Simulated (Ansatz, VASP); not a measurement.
**TiSi2 in VASP and in Ansatz**

Contents of INCAR:

```
SYSTEM = TiSi2
PREC     = Accurate       ! precision mode
ENCUT    = 600            ! plane-wave cutoff, eV
EDIFF    = 1E-6           ! SCF threshold, eV
ISMEAR   = -1             ! smearing method
SIGMA    = 0.05           ! smearing width, eV
LREAL    = .False.        ! projectors in reciprocal space
LASPH    = .True.         ! aspherical terms in the spheres
NELM     = 100            ! most SCF steps
ALGO     = Normal         ! electronic algorithm
ISIF     = 3              ! what is computed and relaxed
LWAVE    = .False.        ! write WAVECAR
LCHARG   = .False.        ! write CHGCAR
GGA      = PE             ! functional
IVDW     = 13             ! dispersion correction
IBRION   = 2              ! ionic algorithm
NSW      = 60             ! ionic steps
EDIFFG   = -0.02          ! ionic threshold
```

KPOINTS

```
Automatic mesh
0
Gamma
  7 7 7
  0 0 0
```

The input POSCAR:

```
TiSi2
1.0
    0.0000000000      4.1175163063      4.2628978354
    2.3895119538      0.0000000000      4.2628978354
    2.3895119538      4.1175163063      0.0000000000
Ti Si
2 4
Direct
    0.7500000000      0.7500000000      0.7500000000
    0.5000000000      0.5000000000      0.5000000000
    0.4125656100      0.0874343900      0.4125656100
    0.0874343900      0.4125656100      0.0874343900
    0.1625656100      0.8374343900      0.1625656100
    0.8374343900      0.1625656100      0.8374343900
```

File input.yaml:

```yaml
crystal:
  lattice:
    - [0.0, 4.1175163063, 4.2628978354]
    - [2.3895119538, 0.0, 4.2628978354]
    - [2.3895119538, 4.1175163063, 0.0]
  atoms:
    - { symbol: Ti, position: [0.75, 0.75, 0.75] }
    - { symbol: Ti, position: [0.5, 0.5, 0.5] }
    - { symbol: Si, position: [0.41256561, 0.08743439, 0.41256561] }
    - { symbol: Si, position: [0.08743439, 0.41256561, 0.08743439] }
    - { symbol: Si, position: [0.16256561, 0.83743439, 0.16256561] }
    - { symbol: Si, position: [0.83743439, 0.16256561, 0.83743439] }
hamiltonian:
  xc: pbe
  pseudopotentials: { kind: paw }
  dispersion: d4
kpoints:
  mp_grid: { grid: [7, 7, 7] }
scf:
  occupations: { method: fermi_dirac, width: 0.05 }
output:
  forces: true
  stress: true
  eigenvalues: true
  write_density: true
  write_potential: true
  elf: true
  volumetric_format: npy
relax:
  f_tol: 0.01
  max_steps: 40
  cell: { stress_tol: 0.05 }
```

The cell is a database's computed one.

Alike in both runs: task relaxation of cell and atoms; functional PBE; dispersion D4; k mesh 7 × 7 × 7; occupations fermi-dirac, width 0.05 eV; no spin polarisation.

|  | VASP | Ansatz |
| --- | --- | --- |
| version | VASP 6.6.1 | Ansatz 0.2.0 |
| potentials or method | VASP PAW PBE potentials, release 64 (Ti_sv, Si) | Ansatz PAW |
| plane-wave cutoff (eV) | 600 | 420 |
| valence electrons in the cell | 40 | 40 |

```csv
,VASP,Ansatz,Ansatz less VASP
"gap on the k mesh at the Fermi level, each at its own relaxed structure (eV)",none,none,-
relaxed volume (Å³/atom),13.73,13.74,+0.007
relaxed cell length with the largest relative difference (Å),4.716,4.717,+0.0011
energy change over the relaxation (meV/atom),-2,-2,+0.1
```

A gap of «none» marks a metal or a gap that the smearing closes.

Caveats: pairwise dispersion overbinds metals, which lowers pressure and volume; the plane-wave basis is chosen anew once the cell has moved, so the energies of steps on either side of that aren't comparable (Ansatz).
